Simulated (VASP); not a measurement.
Level of theory: PBE GGA, VASP's PBE PAW potentials (set 64) (plane waves; VASP).

VASP ran on this input.

### INCAR
```
# general
SYSTEM  = CsBr
PREC    = Accurate
ENCUT   = 500
LREAL   = .FALSE.
LASPH   = .TRUE.

# electronic loop
EDIFF   = 1E-6
NELM    = 100
ALGO    = Normal
LMAXMIX = 4

# smearing
ISMEAR  = 0
SIGMA   = 0.05

# functional
GGA     = PE

# ions
IBRION  = 2
NSW     = 40
ISIF    = 3
EDIFFG  = -0.02

# output
LWAVE   = .FALSE.
LCHARG  = .FALSE.
```

**KPOINTS**
```
Automatic mesh
0
gamma
 6 6 6
```

File POSCAR:
```
CsBr
1.0
  4.3864558785   0.0000000000   0.0000000000
  0.0000000000   4.3864558785   0.0000000000
  0.0000000000   0.0000000000   4.3864558785
Cs Br
1 1
Direct
  0.0000000000   0.0000000000   0.0000000000
  0.5000000000   0.5000000000   0.5000000000
```

POTCAR, in this order: Cs_sv Br (PBE.64 set). Program: vasp_std.

Output of the run:

File OSZICAR:
```
       N       E                     dE             d eps       ncg     rms          rms(c)
DAV:   1     0.981572702785E+02    0.98157E+02   -0.63793E+03   480   0.108E+03
DAV:   2     0.178356876938E+01   -0.96374E+02   -0.88991E+02   704   0.177E+02
DAV:   3    -0.622115172113E+01   -0.80047E+01   -0.79789E+01   588   0.587E+01
DAV:   4    -0.630625729651E+01   -0.85106E-01   -0.85048E-01   576   0.722E+00
DAV:   5    -0.630700166377E+01   -0.74437E-03   -0.74432E-03   580   0.671E-01    0.180E+00
DAV:   6    -0.606166864677E+01    0.24533E+00   -0.37508E-01   548   0.305E+00    0.110E+00
DAV:   7    -0.602086667626E+01    0.40802E-01   -0.18651E-01   580   0.219E+00    0.591E-01
DAV:   8    -0.602373875820E+01   -0.28721E-02   -0.12618E-02   552   0.802E-01    0.960E-02
DAV:   9    -0.602419236395E+01   -0.45361E-03   -0.25419E-03   568   0.309E-01    0.812E-02
DAV:  10    -0.602423849489E+01   -0.46131E-04   -0.16732E-04   548   0.106E-01    0.123E-02
DAV:  11    -0.602424424331E+01   -0.57484E-05   -0.39029E-05   584   0.385E-02    0.481E-03
DAV:  12    -0.602424418918E+01    0.54130E-07   -0.78517E-06   580   0.175E-02
   1 F= -.60242442E+01 E0= -.60242442E+01  d E =-.602424E+01
```

### OUTCAR
```
------------------------ aborting loop because EDIFF is reached ----------------------------------------
  FORCE on cell =-STRESS in cart. coord.  units (eV):
  Direction    XX          YY          ZZ          XY          YZ          ZX
  --------------------------------------------------------------------------------------
  Total        0.0304657      0.0304657      0.0304657      0.0000000     -0.0000000      0.0000000
  in kB        0.5783371      0.5783371      0.5783371      0.0000000     -0.0000000      0.0000000
  external PRESSURE =       0.5783371 kB  Pullay stress =       0.0000000 kB
  volume of cell :       84.40
      direct lattice vectors                 reciprocal lattice vectors
     4.386455878  0.000000000  0.000000000     0.227974480  0.000000000  0.000000000
     0.000000000  4.386455878  0.000000000     0.000000000  0.227974480  0.000000000
     0.000000000  0.000000000  4.386455878     0.000000000  0.000000000  0.227974480
 POSITION                                       TOTAL-FORCE (eV/Angst)
 -----------------------------------------------------------------------------------
      0.00000      0.00000      0.00000         0.000000      0.000000      0.000000
      2.19323      2.19323      2.19323         0.000000      0.000000      0.000000
 -----------------------------------------------------------------------------------
    total drift:                                0.000000      0.000000     -0.000000
  FREE ENERGIE OF THE ION-ELECTRON SYSTEM (eV)
  ---------------------------------------------------
  free  energy   TOTEN  =        -6.0242441892 eV

  energy  without entropy=       -6.0242441892  energy(sigma->0) =       -6.02424419

 reached required accuracy - stopping structural energy minimisation
```
(Selected blocks of OUTCAR.)

The compound is CsBr in the CsCl type structure. It was relaxed first, which changed the volume by +7 %.
